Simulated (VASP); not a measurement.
# MoP (P-6m2) in VASP: settings compared

Aim: see how the results for MoP move with the level of theory and the settings. Levels: PBE, PBEsol0. Tasks: single point, relaxation of cell and atoms.

Everything below comes from runs of VASP 6.6.1. Logs are shortened: lines on timing, memory, paths and dates and some standing lists are left out, and cuts for length are marked.

### 1 The structure

The structure is hexagonal, space group P-6m2 (No. 187). Conventional cell: a = 3.223 Å, b = 3.223 Å, c = 3.191 Å, α = 90.00°, β = 90.00°, γ = 120.00°. Mo (site symmetry -6m2) has 6 P at 2.45 Å as nearest neighbours. P (site symmetry -6m2) is surrounded by 6 Mo at 2.45 Å.

### 2 Single point, PBE

INCAR reads:

```
SYSTEM = MoP
ALGO = Normal ; EDIFF = 1E-6
ENCUT = 520 ; GGA = PE
ISIF = 2 ; ISMEAR = 0
LASPH = .True. ; LCHARG = .False.
LREAL = .False. ; LWAVE = .False.
NBANDS = 16 ; NELM = 60
PREC = Accurate ; SIGMA = 0.015
```

KPOINTS reads:

```
k-points
0
Gamma
  10 10 8
  0 0 0
```

POSCAR reads:

```
MoP
1.0
    3.2230000000      0.0000000000      0.0000000000
   -1.6115000000      2.7911998764      0.0000000000
    0.0000000000      0.0000000000      3.1910000000
Mo P
1 1
Direct
    0.0000000000      0.0000000000      0.0000000000
    0.3333333333      0.6666666667      0.5000000000
```

Potentials or basis: VASP PAW PBE potentials, release 64 (Mo_sv, P).

Launch:

```bash
> cat potpaw_PBE.64/Mo_sv/POTCAR potpaw_PBE.64/P/POTCAR > POTCAR
> mpirun -np 1 vasp_std > vasp.out
```

OUTCAR:

```text
SYSTEM = MoP
   EDIFF = 1E-6
   ENCUT = 520
   GGA = PE
   ISIF = 2
   ISMEAR = 0
   LASPH = .True.
   LREAL = .False.
   NELM = 60
   PREC = Accurate

 ion  position               nearest neighbor table
   1  0.000  0.000  0.000-   2 2.45   2 2.45   2 2.45   2 2.45   2 2.45   2 2.45
   2  0.333  0.667  0.500-   1 2.45   1 2.45   1 2.45   1 2.45   1 2.45   1 2.45

  LATTYP: Found a hexagonal cell.
 ALAT       =     3.2230000000
 C/A-ratio  =     0.9900713621

  Lattice vectors:

 A1 = (   3.2230000000,   0.0000000000,   0.0000000000)
 A2 = (  -1.6115000000,   2.7911998764,   0.0000000000)
 A3 = (   0.0000000000,   0.0000000000,   3.1910000000)

Analysis of symmetry for initial positions (statically):
=====================================================================
 Subroutine PRICEL returns:
 Original cell was already a primitive cell.

 Routine SETGRP: Setting up the symmetry group for a
 hexagonal supercell.

 Subroutine GETGRP returns: Found 12 space group operations
 (whereof 12 operations were pure point group operations)
 out of a pool of 24 trial point group operations.

The static configuration has the point symmetry D_3h.

Analysis of symmetry for dynamics (positions and initial velocities):
=====================================================================
 Subroutine PRICEL returns:
 Original cell was already a primitive cell.

 Routine SETGRP: Setting up the symmetry group for a
 hexagonal supercell.

 Subroutine GETGRP returns: Found 12 space group operations
 (whereof 12 operations were pure point group operations)
 out of a pool of 24 trial point group operations.

The dynamic configuration has the point symmetry D_3h.

 Subroutine INISYM returns: Found 12 space group operations
 (whereof 12 operations are pure point group operations),
 and found     1 'primitive' translations

----------------------------------------------------------------------------------------

                                     Primitive cell

  volume of cell :      28.7064

  direct lattice vectors                    reciprocal lattice vectors
     3.223000000  0.000000000  0.000000000     0.310269935  0.179134430  0.000000000
    -1.611500000  2.791199876  0.000000000     0.000000000  0.358268861  0.000000000
     0.000000000  0.000000000  3.191000000     0.000000000  0.000000000  0.313381385

  length of vectors
     3.223000000  3.223000000  3.191000000     0.358268861  0.358268861  0.313381385

  position of ions in fractional coordinates (direct lattice)
[... 74 lines left out ...]
   LNONCOLLINEAR =      F non collinear calculations
   LSORBIT =      F    spin-orbit coupling
   LASPH  =      T    aspherical Exc in radial PAW
   ENCUT  =  520.0 eV  38.22 Ry    6.18 a.u.   5.99  5.99  5.93*2*pi/ulx,y,z
   NELM   =     60;   NELMIN=  2; NELMDL= -5     # of ELM steps
   EDIFF  = 0.1E-05   stopping-criterion for ELM
   LREAL  =      F    real-space projection
[... 7 lines left out ...]
   TEBEG  =    0.0;   TEEND  =   0.0 temperature during run
   PSTRESS=    0.0 pullay stress
   NELECT =      19.0000    total number of electrons
   NUPDOWN=      -1.0000    fix difference up-down
   EMIN   =  10.00;   EMAX   =-10.00  energy-range for DOS
   EFERMI =   0.00;   METHOD = LEGACY
   ISMEAR =     0;   SIGMA  =   0.01  broadening in eV -4-tet -1-fermi 0-gaus
   EFERMI_NEDOS =   21; number of points for ismear=-14 and -15
   IALGO  =     38    algorithm
   IMIX   =      4    mixing-type and parameters
     AMIX     =   0.40;   BMIX     =  1.00
     AMIX_MAG =   1.60;   BMIX_MAG =  1.00
  volume/ion in A,a.u.               =      14.35        96.86
  Fermi-wavevector in a.u.,A,eV,Ry     =   1.426702  2.696076 27.694378  2.035479
  Thomas-Fermi vector in A             =   2.546951
   LORBIT       =      0    0 simple, 1 ext, 2 COOP (PROOUT), +10 PAW based schemes
   GGA     = PE    functional components
   LHFCALC =     F    Hartree Fock is set to
   AEXX    =    0.0000 exact exchange contribution
   IVDW    =     0    specifies the selected vdW correction
   LEPSILON=     F    determine dielectric tensor
   LRPA    =     F    only Hartree local field effects (RPA)
 non-spin polarized calculation
 Gauss-broadening in eV      SIGMA  =   0.01
  energy-cutoff  :      520.00
  volume of cell :       28.71
 maximum number of plane-waves:       795
 NGX is ok and might be reduce to    24
   NGX = 11   NGY = 11   NGZ = 11

 number of electron      18.9999999 magnetization

 Free energy of the ion-electron system (eV)
  ---------------------------------------------------
  ext. energy  EPLUGINS =         0.00000000
  ---------------------------------------------------
  free energy    TOTEN  =       -17.67383139 eV

  energy without entropy =      -17.67376896  energy(sigma->0) =      -17.67380017

 E-fermi :  11.9297     XC(G=0): -12.5979

 val. band max:       11.8585415294   @ k =   0.3000  -0.0000   0.3750
 cond. band min:      11.9346289262   @ k =   0.2000  -0.0000   0.0000
 fundamental gap:      0.0760873967
 Fermi energy:        11.9296865332

 k-point     1 :       0.0000    0.0000    0.0000
  band No.  band energies     occupation
      1     -49.2747      2.00000
      2     -23.4359      2.00000
      3     -23.2152      2.00000
      4     -23.2152      2.00000
      5      -2.0075      2.00000
      6       7.7409      2.00000
[... 433 lines left out ...]
      3     -23.4288      2.00000
      4     -23.3083      2.00000
      5       0.6621      2.00000
      6       4.9635      2.00000
[... 8 lines left out ...]
     15      20.8716      0.00000
     16      23.0524      0.00000

 [... further k-points ...]

------------------------ aborting loop because EDIFF is reached ----------------------------------------

  FORCE on cell =-STRESS in cart. coord.  units (eV):
  Direction    XX          YY          ZZ          XY          YZ          ZX
  --------------------------------------------------------------------------------------
  -------------------------------------------------------------------------------------
  Total        0.5222058      0.5222058      0.3774532      0.0000000     -0.0000000      0.0000000
  in kB       29.1456804     29.1456804     21.0666572      0.0000000     -0.0000000      0.0000000
  external PRESSURE =      26.4526727 kB  Pullay stress =       0.0000000 kB

 VOLUME and BASIS-vectors are now :
 -----------------------------------------------------------------------------
  energy-cutoff  :      520.00
  volume of cell :       28.71
      direct lattice vectors                 reciprocal lattice vectors
     3.223000000  0.000000000  0.000000000     0.310269935  0.179134430  0.000000000
    -1.611500000  2.791199876  0.000000000     0.000000000  0.358268861  0.000000000
     0.000000000  0.000000000  3.191000000     0.000000000  0.000000000  0.313381385

 POSITION                                       TOTAL-FORCE (eV/Angst)
 -----------------------------------------------------------------------------------
      0.00000      0.00000      0.00000         0.000000      0.000000      0.000000
     -0.00000      1.86080      1.59550        -0.000000      0.000000      0.000000
 -----------------------------------------------------------------------------------
    total drift:                                0.000000     -0.000000      0.000000

  FREE ENERGIE OF THE ION-ELECTRON SYSTEM (eV)
  ---------------------------------------------------
  free  energy   TOTEN  =       -17.6738313875 eV

  energy  without entropy=      -17.6737689582  energy(sigma->0) =      -17.67380017
```

stdout:

```text
POSCAR found type information on POSCAR MoP
 POSCAR found :  2 types and       2 ions
 scaLAPACK will be used
 LDA part: xc-table for (Slater+PW92), standard interpolation
 POSCAR, INCAR and KPOINTS ok, starting setup
 FFT: planning ... GRIDC
 FFT: planning ... GRID_SOFT
 FFT: planning ... GRID
 WAVECAR not read
 entering main loop
```

Wall time 15 s (1 thread of Intel Xeon Platinum 8259CL at 2.50GHz (Skylake/Cascade Lake), shared host); peak memory 0.16 GiB.

Results:

```yaml
Free_energy: -17.6738 eV
Pressure: 2.6 GPa
Band_gap_on_the_k_mesh: none (metal or under the smearing width)
```

Levels at points of the mesh, in eV from the Fermi level:
```csv
k point,band 6,band 7,band 8,band 9,band 10,band 11,band 12,band 13,band 14,band 15
"(0.00, 0.00, 0.00)",-4.19,-3.31,-3.31,-0.72,0.26,0.26,4.12,4.12,5.56,8.97
"(0.50, 0.00, 0.00)",-7.26,-3.95,-3.74,-1.29,-0.43,1.72,2.36,4.64,6.12,8.38
"(0.00, 0.00, 0.50)",-7.84,-2.73,-2.73,-1.68,-1.68,1.32,2.92,2.92,7.92,8.66
"(0.50, 0.00, 0.50)",-6.14,-5.30,-4.44,-1.04,1.43,1.84,3.55,5.06,6.19,6.67
```

### 3 Relaxation of cell and atoms, PBEsol0

POSCAR is that of step 2.

INCAR.step1 reads:

```
SYSTEM = MoP
PREC = Accurate
ENCUT = 600
EDIFF = 1E-5
ISMEAR = -1
SIGMA = 0.05
LREAL = .FALSE.
LASPH = .TRUE.
NELM = 80
ALGO = Normal
LWAVE = .TRUE.
LCHARG = .FALSE.
GGA = PE
```

INCAR.step2 reads:

```
SYSTEM = MoP
PREC = Accurate
ENCUT = 600
EDIFF = 1E-7
ISMEAR = -1
SIGMA = 0.05
LREAL = .FALSE.
LASPH = .TRUE.
NELM = 80
ALGO = Normal
ISIF = 3
LWAVE = .FALSE.
LCHARG = .FALSE.
GGA = PS
LHFCALC = .TRUE.
AEXX = 0.25
PRECFOCK = Fast
HFRCUT = -1
IBRION = 2
NSW = 60
EDIFFG = -0.01
ISTART = 1
```

KPOINTS reads:

```
regular mesh
0
G
  5 5 4
  0 0 0
```

Potentials or basis: VASP PAW PBE potentials, release 64 (Mo_sv, P).

Launch:

```bash
> cat potpaw_PBE.64/Mo_sv/POTCAR potpaw_PBE.64/P/POTCAR > POTCAR
> cp INCAR.step1 INCAR
> mpirun -np 1 vasp_std > vasp.out
> cp INCAR.step2 INCAR
> mpirun -np 1 vasp_std > vasp.out
```

OUTCAR:

```text
SYSTEM = MoP
   PREC = Accurate
   ENCUT = 600
   EDIFF = 1E-7
   ISMEAR = -1
   LREAL = .FALSE.
   LASPH = .TRUE.
   NELM = 80
   ISIF = 3
   GGA = PS
   LHFCALC = .TRUE.
   AEXX = 0.25
   PRECFOCK = Fast
   IBRION = 2
   NSW = 60
   EDIFFG = -0.01
   ISTART = 1

 ion  position               nearest neighbor table
   1  0.000  0.000  0.000-   2 2.45   2 2.45   2 2.45   2 2.45   2 2.45   2 2.45
   2  0.333  0.667  0.500-   1 2.45   1 2.45   1 2.45   1 2.45   1 2.45   1 2.45

  LATTYP: Found a hexagonal cell.
 ALAT       =     3.2230000000
 C/A-ratio  =     0.9900713621

  Lattice vectors:

 A1 = (   3.2230000000,   0.0000000000,   0.0000000000)
 A2 = (  -1.6115000000,   2.7911998764,   0.0000000000)
 A3 = (   0.0000000000,   0.0000000000,   3.1910000000)

Analysis of symmetry for initial positions (statically):
=====================================================================
 Subroutine PRICEL returns:
 Original cell was already a primitive cell.

 Routine SETGRP: Setting up the symmetry group for a
 hexagonal supercell.

 Subroutine GETGRP returns: Found 12 space group operations
 (whereof 12 operations were pure point group operations)
 out of a pool of 24 trial point group operations.

The static configuration has the point symmetry D_3h.

Analysis of symmetry for dynamics (positions and initial velocities):
=====================================================================
 Subroutine PRICEL returns:
 Original cell was already a primitive cell.

[... 151 lines left out ...]
  ext. energy  EPLUGINS =         0.00000000
  ---------------------------------------------------
  free energy    TOTEN  =       -23.52623647 eV

  energy without entropy =      -23.52279368  energy(sigma->0) =      -23.52451507

 E-fermi :  12.0803     XC(G=0):  -9.9739

 val. band max:       11.5490756102   @ k =   0.0000   0.0000   0.0000
 cond. band min:      12.2001647009   @ k =   0.2000   0.2000   0.2500
 fundamental gap:      0.6510890907
 Fermi energy:        12.0802727883

 k-point     1 :       0.0000    0.0000    0.0000
  band No.  band energies     occupation
      1     -53.9603      2.00000
      2     -26.6235      2.00000
      3     -26.4979      2.00000
      4     -26.4979      2.00000
      5      -4.3144      2.00000
      6       6.6614      2.00000
      7       7.4650      2.00000
      8       7.4650      2.00000
      9      10.5436      2.00000
     10      11.5491      1.99995
     11      11.5491      1.99995
     12      16.9087      0.00000
     13      16.9087      0.00000
[... 401 lines left out ...]
--------------------------------------- Ionic step        6  -------------------------------------------

 number of electron      19.0000001 magnetization

 Free energy of the ion-electron system (eV)
  ---------------------------------------------------
  ext. energy  EPLUGINS =         0.00000000
  ---------------------------------------------------
  free energy    TOTEN  =       -23.56574328 eV

  energy without entropy =      -23.56230102  energy(sigma->0) =      -23.56402215

 E-fermi :  12.7778     XC(G=0): -10.1362

 val. band max:       12.1890940262   @ k =   0.0000   0.0000   0.0000
 cond. band min:      12.8977067572   @ k =   0.2000   0.2000   0.2500
 fundamental gap:      0.7086127310
 Fermi energy:        12.7778128355

 k-point     1 :       0.0000    0.0000    0.0000
  band No.  band energies     occupation
      1     -53.2843      2.00000
      2     -25.9902      2.00000
      3     -25.7937      2.00000
      4     -25.7937      2.00000
      5      -3.9846      2.00000
      6       7.0128      2.00000
      7       8.0911      2.00000
      8       8.0911      2.00000
      9      10.9637      2.00000
     10      12.1891      1.99998
     11      12.1891      1.99998
     12      17.7651      0.00000
     13      17.7651      0.00000
[... 251 lines left out ...]
  FREE ENERGIE OF THE ION-ELECTRON SYSTEM (eV)
  ---------------------------------------------------
  free  energy   TOTEN  =       -23.5657432844 eV

  energy  without entropy=      -23.5623010170  energy(sigma->0) =      -23.56402215

 reached required accuracy - stopping structural energy minimisation
```

Wall time 51 min (1 thread of Intel Xeon Platinum 8259CL at 2.50GHz (Skylake/Cascade Lake), shared host); peak memory 0.18 GiB.

What came out:

```
Free energy                            : -23.5657 eV
Relaxed volume                         : 13.78 Å³/atom
Relaxed cell                           : a = 3.159 Å, b = 3.159 Å, c = 3.189 Å, α = 90.00°, β = 90.00°, γ = 120.00°
Space group after relaxing (to 0.05 Å) : P-6m2 (No. 187)
Energy gained by relaxing              : 19.8 meV/atom
Ionic steps                            : 6
Pressure after relaxing                : 0.0 GPa
Band gap on the k mesh                 : none (metal or under the smearing width)
```

The path:
| step | energy change (eV) | largest force (eV/Å) | pressure (GPa) | volume (Å³) |
| --- | --- | --- | --- | --- |
| 1 | 0.0000 | 0.0000 | -9.20 | 28.71 |
| 2 | 0.1218 | 0.0000 | 25.91 | 25.41 |
| 3 | -0.0358 | 0.0000 | 0.29 | 27.60 |
| 4 | -0.0358 | 0.0000 | 0.52 | 27.57 |
| 5 | -0.0385 | 0.0000 | -0.28 | 27.56 |
| 6 | -0.0395 | 0.0000 | -0.02 | 27.56 |

Final structure:
```
Mo P
1.0
     3.15910    0.00000    0.00000
    -1.57955    2.73586    0.00000
     0.00000    0.00000    3.18918
Mo P
1 1
Direct
  0.00000 0.00000 0.00000
  0.33333 0.66667 0.50000
```

Caveat: the k mesh is coarse (spacing up to 0.49 Å⁻¹), so the values aren't converged, least of all with exact exchange; the PAW data sets were made with another functional, which shifts forces and pressure a little.

### 4 Single point, PBE

INCAR reads:

```
PREC     = Accurate       # precision mode
ENCUT    = 500            # plane-wave cutoff, eV
EDIFF    = 1E-6           # SCF threshold, eV
ISMEAR   = 0              # smearing method
SIGMA    = 0.02           # smearing width, eV
LREAL    = F              # projectors in reciprocal space
LASPH    = T              # aspherical terms in the spheres
NELM     = 60             # most SCF steps
ALGO     = Fast           # electronic algorithm
ISIF     = 2              # what is computed and relaxed
LWAVE    = F              # write WAVECAR
LCHARG   = F              # write CHGCAR
GGA      = PE             # functional
```

KPOINTS reads:

```
Automatic mesh
0
Gamma
  5 5 4
```

POSCAR is that of step 3.

Potentials or basis: VASP PAW PBE potentials, release 64 (Mo_sv_GW, P_GW).

Launch:

```bash
> cat potpaw_PBE.64/Mo_sv_GW/POTCAR potpaw_PBE.64/P_GW/POTCAR > POTCAR
> mpirun -np 1 vasp_std > vasp.out
```

Wall time 21 s (1 thread of AMD EPYC, shared host); peak memory 0.11 GiB.

It converged, with:

```yaml
Free_energy: -18.4391 eV
Pressure: 2.3 GPa
Band_gap_on_the_k_mesh: none (metal or under the smearing width)
```

Stress tensor (GPa, compression positive):
```
0.33 0.00 0.00
0.00 0.33 0.00
0.00 0.00 6.13
```

Levels at points of the mesh, in eV from the Fermi level:
```tsv
k point	band 7	band 8	band 9	band 10	band 11	band 12	band 13
(0.00, 0.00, 0.00)	-3.38	-3.38	-0.77	0.22	0.22	4.07	4.09
(0.00, 0.00, 0.50)	-2.76	-2.76	-1.78	-1.78	1.30	2.89	2.89
```

Caveat: the k mesh is coarse (spacing up to 0.49 Å⁻¹), so the values aren't converged.

### 5 The reference run

An earlier run on the cell as given: functional PBE; potentials or basis VASP PAW PBE potentials, release 64 (Mo_sv, P); cutoff 520 eV; k mesh 10 × 10 × 8; occupations fermi-dirac, width 0.05 eV; no spin polarisation.

* Pressure: 2.7 GPa
* Band gap on the k mesh: none (metal or under the smearing width)

### 6 Summary

```csv
task,level,potentials or basis,cell,k mesh,cutoff (eV),smearing,grid for exact exchange (PRECFOCK),exchange at q = 0,mesh quality,gap on the mesh (eV),pressure (GPa)
single point,PBE,"VASP PAW PBE potentials, release 64 (Mo_sv, P)",as given,10 × 10 × 8,520,gaussian 0.015 eV,-,-,not flagged,none,2.6
relaxation of cell and atoms,PBEsol0,"VASP PAW PBE potentials, release 64 (Mo_sv, P)",relaxed,5 × 5 × 4,600,fermi-dirac 0.05 eV,Fast,truncated,coarse,none,0.0
single point,PBE,"VASP PAW PBE potentials, release 64 (Mo_sv_GW, P_GW)",as given,5 × 5 × 4,500,gaussian 0.02 eV,-,-,coarse,none,2.3
single point,PBE,"VASP PAW PBE potentials, release 64 (Mo_sv, P)",as given,10 × 10 × 8,520,fermi-dirac 0.05 eV,-,-,not flagged,none,2.7
```

Alike in all rows: no spin polarisation.

Caveats: some runs use coarse meshes; the PAW data sets were made with another functional, which shifts forces and pressure a little (some runs).

Total energies depend on the potentials used, so only differences within one code and one set of settings carry meaning.
